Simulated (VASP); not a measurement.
The system is ZnSe.

```
Zn Se
1.0
     0.00000    2.82066    2.82066
     2.82066    0.00000    2.82066
     2.82066    2.82066    0.00000
Zn Se
1 1
Direct
  0.00000 0.00000 0.00000
  0.25000 0.25000 0.25000
```

Base run:

| Property | Result |
| --- | --- |
| Program | VASP 6.6.1 |
| Functional | r2SCAN |
| Potentials or basis | VASP PAW PBE potentials, release 64 (Zn, Se) |
| Cutoff | 520 eV |
| k mesh | 8 × 8 × 8 |
| Occupations | gaussian, width 0.03 eV |
| Spin | no spin polarisation |

Its results: band gap on the k mesh 1.93 eV, direct.

Question: The run is repeated on the same cell with these changes: functional from r2SCAN to TB-mBJ. What comes out?

Answer: Band gap on the k mesh 2.82 eV, direct.
